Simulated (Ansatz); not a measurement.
# Bands, cutoff and cost in G0W0 for BAs (honeycomb monolayer)

Wanted: a G0W0 gap for BAs (honeycomb monolayer) that is converged in bands and cutoff, or an estimate of the limit.

Method: G0W0 on PBE, plane waves, PAW, in Ansatz 0.2.0.

Report form: the programs' logs are mostly left out.

### Step 1. Starting point

The cell holds 2 atoms: 1 B and 1 As. Its edges and angles: a = 3.384 Å, b = 3.384 Å, c = 23.200 Å, α = 90.0°, β = 90.0°, γ = 120.0°. Vacuum lies along c.

The structure was relaxed with PBE. The runs that relaxed it are not among those shown. The default PAW set here is soft_2. Its files were made with PBE. The Coulomb interaction is cut off across the vacuum.

### Step 2. 99 empty bands, screening to 33 eV

G0W0 replaces the xc potential by the self-energy, built once from these orbitals. Only a window of levels is corrected, while the sums run over the empty bands that the input names.

Input file input.yaml:

```yaml
crystal:
  lattice:
    - [3.3844929256, 0.0, 0.0]
    - [-1.6922464628, 2.9310568525, 0.0]
    - [0.0, 0.0, 23.2]
  atoms:
    - { symbol: B, position: [0.3333333333, 0.6666666667, 0.4998895178] }
    - { symbol: As, position: [0.6666666667, 0.3333333333, 0.5001104822] }
  periodic: [true, true, false]
kpoints:
  mp_grid: { grid: [9, 9, 1] }
hamiltonian:
  xc: pbe
scf:
  occupations: { method: fixed }
gw:
  n_empty_bands: 99
  ecut_chi: 33.0
  qp_bands: [v2, c2]
  qp_kpoints: band_edges
  screening: { model: contour_deformation }
```

The run is started by

```
ansatz run input.yaml --threads 3 --pin off --max-ram 92160MiB --backend cuda --events-out ev --progress --plain --runs-dir out --devices 1 --max-vram 13GiB  # rebuilt from the run's record
```

Wall time 20 s (1 × NVIDIA H100 80GB HBM3 (shared by 6 runs) with 3 threads of AMD EPYC 7R13 (Zen 3), shared host); peak memory 1.2 GiB.

This step gave:

```
bands summed                                 : 108
plane waves in the screening matrix          : 111
q-points in the mesh                         : 81
G0W0 gap on the mesh                         : 1.289 eV
k of the valence top                         : 0.3333, 0.3333, 0
k of the conduction bottom                   : 0.3333, 0.3333, 0
starting gap on the mesh                     : 0.7554 eV
Z at the valence top                         : 0.6459
Z at the conduction bottom                   : 0.6391
least direct G0W0 gap on the computed points : 1.289 eV
```

The gap on the mesh goes from 0.76 eV to 1.29 eV, a correction of +0.53 eV. Between the two edge states, bare exchange in place of the xc potential would open the gap by 3.90 eV, and correlation takes back 3.36 eV.

### Step 3. 280 empty bands, screening to 66 eV

Another rung: the empty bands reach about as high as the screening cutoff, so the two stay in balance.

input.yaml, as its differences from that of step 2:

```diff
@@ -16,4 +16,4 @@
 gw:
-  n_empty_bands: 99
-  ecut_chi: 33.0
+  n_empty_bands: 280
+  ecut_chi: 66.0
   qp_bands: [v2, c2]
```

The job ended after 49 s (1 × NVIDIA H100 80GB HBM3 (shared by 6 runs) with 3 threads; peak memory 1.6 GiB).

This step gave:

```
bands summed                                 : 289
plane waves in the screening matrix          : 271
q-points in the mesh                         : 81
G0W0 gap on the mesh                         : 1.307 eV
k of the valence top                         : 0.3333, 0.3333, 0
k of the conduction bottom                   : 0.3333, 0.3333, 0
starting gap on the mesh                     : 0.7554 eV
Z at the valence top                         : 0.6389
Z at the conduction bottom                   : 0.6318
least direct G0W0 gap on the computed points : 1.307 eV
```

Against the run with 9×9×1 mesh, 99 empty bands, screening to 33 eV, the gap moves by +0.018 eV.

### Step 4. 602 empty bands, screening to 110 eV

input.yaml, as its differences from that of step 3:

```diff
@@ -15,5 +15,6 @@
   occupations: { method: fixed }
+  convergence: { dr2_threshold: 1.0e-10 }
 gw:
-  n_empty_bands: 280
-  ecut_chi: 66.0
+  n_empty_bands: 602
+  ecut_chi: 110.0
   qp_bands: [v2, c2]
```

Elapsed: 55 s, on 1 × NVIDIA H100 80GB HBM3 (shared by 6 runs) with 3 threads; peak memory 2.6 GiB; 98 s of CPU time.

Numbers from this step:

```
bands summed                                 : 611
plane waves in the screening matrix          : 573
G0W0 gap on the mesh                         : 1.327 eV
k of the valence top                         : 0.3333, 0.3333, 0
k of the conduction bottom                   : 0.3333, 0.3333, 0
starting gap on the mesh                     : 0.7554 eV
least direct G0W0 gap on the computed points : 1.327 eV
```

Against the run with 9×9×1 mesh, 280 empty bands, screening to 66 eV, the gap moves by +0.020 eV.

### Step 5. 1107 empty bands, screening to 165 eV

input.yaml, as its differences from that of step 4:

```diff
@@ -15,6 +15,5 @@
   occupations: { method: fixed }
-  convergence: { dr2_threshold: 1.0e-10 }
 gw:
-  n_empty_bands: 602
-  ecut_chi: 110.0
+  n_empty_bands: 1107
+  ecut_chi: 165.0
   qp_bands: [v2, c2]
```

The job ended after 2.6 min (1 × NVIDIA H100 80GB HBM3 (shared by 6 runs) with 3 threads; peak memory 5.5 GiB).

Numbers from this step:

| Quantity | Value |
| --- | --- |
| bands summed | 1116 |
| plane waves in the screening matrix | 1153 |
| G0W0 gap on the mesh | 1.332 eV |
| k of the valence top | 0.3333, 0.3333, 0 |
| k of the conduction bottom | 0.3333, 0.3333, 0 |
| starting gap on the mesh | 0.7554 eV |
| least direct G0W0 gap on the computed points | 1.332 eV |

Against the run with 9×9×1 mesh, 602 empty bands, screening to 110 eV, the gap moves by +0.005 eV.

### Step 6. Changing the k mesh: 6×6×1 mesh, 280 empty bands, screening to 66 eV

A second mesh at equal bands and cutoff isolates the sampling error. Bands and cutoff differ from the step before, so it is read against an earlier run that matches them.

input.yaml, as its differences from that of step 5:

```diff
@@ -10,3 +10,3 @@
 kpoints:
-  mp_grid: { grid: [9, 9, 1] }
+  mp_grid: { grid: [6, 6, 1] }
 hamiltonian:
@@ -16,4 +16,4 @@
 gw:
-  n_empty_bands: 1107
-  ecut_chi: 165.0
+  n_empty_bands: 280
+  ecut_chi: 66.0
   qp_bands: [v2, c2]
```

The job ended after 15 s (1 × NVIDIA H100 80GB HBM3 (shared by 6 runs) with 3 threads; peak memory 1.3 GiB; 19 s of CPU time).

Numbers from this step:

* bands summed: 289
* plane waves in the screening matrix: 271
* G0W0 gap on the mesh: 1.155 eV
* k of the valence top: 0.3333, 0.3333, 0
* k of the conduction bottom: 0.3333, 0.3333, 0
* starting gap on the mesh: 0.7407 eV
* least direct G0W0 gap on the computed points: 1.155 eV

Against the run with 9×9×1 mesh, 280 empty bands, screening to 66 eV, the gap moves by −0.15 eV.

### Step 7. Changing the k mesh: 3×3×1 mesh, 280 empty bands, screening to 66 eV

input.yaml, as its differences from that of step 6:

```diff
@@ -10,3 +10,3 @@
 kpoints:
-  mp_grid: { grid: [6, 6, 1] }
+  mp_grid: { grid: [3, 3, 1] }
 hamiltonian:
```

It took 10 s on 1 × NVIDIA H100 80GB HBM3 (shared by 6 runs) with 3 threads; peak memory 1.2 GiB; 15 s of CPU time.

This step gave:

* bands summed: 289
* plane waves in the screening matrix: 271
* G0W0 gap on the mesh: 0.7290 eV
* k of the valence top: 0.3333, 0.3333, 0
* k of the conduction bottom: 0.3333, 0.3333, 0
* starting gap on the mesh: 0.6238 eV
* least direct G0W0 gap on the computed points: 0.7290 eV

Against the run with 6×6×1 mesh, 280 empty bands, screening to 66 eV, the gap moves by −0.43 eV, while the start moved by −0.12 eV.

### Step 8. Changing the k mesh: 12×12×1 mesh, 280 empty bands, screening to 66 eV

input.yaml, as its differences from that of step 7:

```diff
@@ -10,3 +10,3 @@
 kpoints:
-  mp_grid: { grid: [3, 3, 1] }
+  mp_grid: { grid: [12, 12, 1] }
 hamiltonian:
```

Wall time 62 s (1 × NVIDIA H100 80GB HBM3 (shared by 6 runs) with 3 threads); peak memory 1.9 GiB; 1.9 min of CPU time.

Numbers from this step:

| Item | Value |
| --- | --- |
| bands summed | 289 |
| plane waves in the screening matrix | 271 |
| G0W0 gap on the mesh | 1.381 eV |
| k of the valence top | 0.3333, 0.3333, 0 |
| k of the conduction bottom | 0.3333, 0.3333, 0 |
| starting gap on the mesh | 0.7587 eV |
| least direct G0W0 gap on the computed points | 1.381 eV |

Against the run with 3×3×1 mesh, 280 empty bands, screening to 66 eV, the gap moves by +0.65 eV, while the start moved by +0.13 eV.

### Step 9. The runs together

Times are wall times on 1 × NVIDIA H100 80GB HBM3 (shared by 6 runs) with 3 threads of AMD EPYC 7R13 (Zen 3), shared host, good to a factor of about two.

```csv
mesh,files,frequency,bands summed,cutoff (eV),start (eV),G0W0 (eV),time,host memory (GiB)
9×9×1,default PAW,contour deformation,108,33,0.755,1.289,20 s,1.2
9×9×1,default PAW,contour deformation,289,66,0.755,1.307,49 s,1.6
9×9×1,default PAW,contour deformation,611,110,0.755,1.327,55 s,2.6
9×9×1,default PAW,contour deformation,1116,165,0.755,1.332,2.6 min,5.5
6×6×1,default PAW,contour deformation,289,66,0.741,1.155,15 s,1.3
3×3×1,default PAW,contour deformation,289,66,0.624,0.729,10 s,1.2
12×12×1,default PAW,contour deformation,289,66,0.759,1.381,62 s,1.9
```

The parts of the quasiparticle energy at the two band edges (eV; QP = start + Σx + Σc − Vxc):

```csv
run,edge,start,Σx,Σc,Vxc,Z,QP
108 bands,valence top,-4.91,-13.47,0.72,-12.73,0.65,-4.92
108 bands,conduction bottom,-4.15,-7.91,-2.64,-11.07,0.64,-3.64
289 bands,valence top,-4.91,-13.47,0.46,-12.73,0.64,-5.19
289 bands,conduction bottom,-4.15,-7.91,-2.88,-11.07,0.63,-3.88
611 bands,valence top,-4.91,-13.47,0.32,-12.73,0.64,-5.33
611 bands,conduction bottom,-4.15,-7.91,-3.00,-11.07,0.63,-4.00
1116 bands,valence top,-4.91,-13.47,0.26,-12.73,0.64,-5.39
1116 bands,conduction bottom,-4.15,-7.91,-3.06,-11.07,0.63,-4.06
```

### Step 10. Results

| Property | Result |
| --- | --- |
| 108 bands, 33 eV | 1.289 eV |
| 289 bands, 66 eV | 1.307 eV |
| 611 bands, 110 eV | 1.327 eV |
| 1116 bands, 165 eV | 1.332 eV |
| estimated limit in bands and cutoff | 1.34 eV |
| mesh and start | 9×9×1, PBE |

In words: A line in one over the bands through the two highest rungs gives 1.34 eV, +0.01 eV from the top rung; the pair below gives 1.34 eV, so the series converges faster than that law. The rungs stand 0.05 eV (108 bands), 0.03 eV (289 bands), 0.01 eV (611 bands) and 0.01 eV (1116 bands) from it. From 108 to 1116 bands the gap moves by +0.04 eV while the time grows 7.9-fold. Σc changes by −0.46 eV at the valence top and −0.42 eV at the conduction bottom, so the levels themselves move more than the gap between them. On the 6×6×1 mesh in place of 9×9×1 the gap differs by −0.15 eV, of which −0.01 eV is already in the start. On the 3×3×1 mesh in place of 9×9×1 the gap differs by −0.58 eV, of which −0.13 eV is already in the start. On the 12×12×1 mesh in place of 9×9×1 the gap differs by +0.07 eV, of which +0.003 eV is already in the start. The cheapest rung within 0.1 eV of this estimate is that with 108 bands (20 s). The mesh in the plane is coarse for a sheet; gap and any exciton binding can still move on denser ones. The many-body steps are scalar-relativistic: spin-orbit coupling is not in them.

[Paths, hosts, dates, memory and timing lines, banners, echoed tables and standing remarks are left out of the program output.]

[Logs are printed without paths, hosts, clocks, repeated set-up lines and the standing remarks that a program may print on its own settings, such as how far it seeks lower states.]

[Runs of the session that timed out or met a known fault of the program may be left out.]

[Cells called generated may have been cut or substituted from an entry of the Crystallography Open Database or the Materials Project.]

[Hosts, paths, dates, database ids (printed as entryN), source tags and the programs' standing remarks are cut or masked in the printed files.]
